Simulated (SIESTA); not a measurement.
The system is InAs.

```
In As
1.0
     0.00000    3.01800    3.01800
     3.01800    0.00000    3.01800
     3.01800    3.01800    0.00000
In As
1 1
Direct
  0.00000 0.00000 0.00000
  0.75000 0.75000 0.75000
```

Base run:

| Quantity | Value |
| --- | --- |
| Program | SIESTA 5.4.2 |
| Functional | vdW-DF-cx |
| Potentials or basis | PseudoDojo 0.4 standard (PBE files) |
| Basis | DZP (energy shift 0.003 Ry; two zetas on semicore shells) |
| Grid cutoff | 500 Ry |
| Energy shift | 0.003 Ry |
| k mesh | 8 × 8 × 8 |
| Occupations | fermi-dirac, width 0.05 eV |
| Spin | no spin polarisation |

Its results: band gap on the k mesh none (metal or under the smearing width); pressure 2.5 GPa.

Task: The run is repeated on the same cell with these changes: functional from vdW-DF-cx to PBE; basis from DZP (energy shift 0.003 Ry; two zetas on semicore shells) to SZ (energy shift 0.003 Ry; radii capped at 9.5 bohr). What comes out?

Result: Band gap on the k mesh 0.10 eV, direct; pressure 7.9 GPa.

Several settings changed at once, so the effect can't be laid on one alone.

Caveats: spin-orbit coupling is left out, which moves the levels of the heavy elements; the basis of atomic orbitals isn't converged, which shifts pressures, moduli and gaps; the potentials were made for another functional, which shifts forces and pressure (some runs); the basis has no polarisation orbitals (some runs).
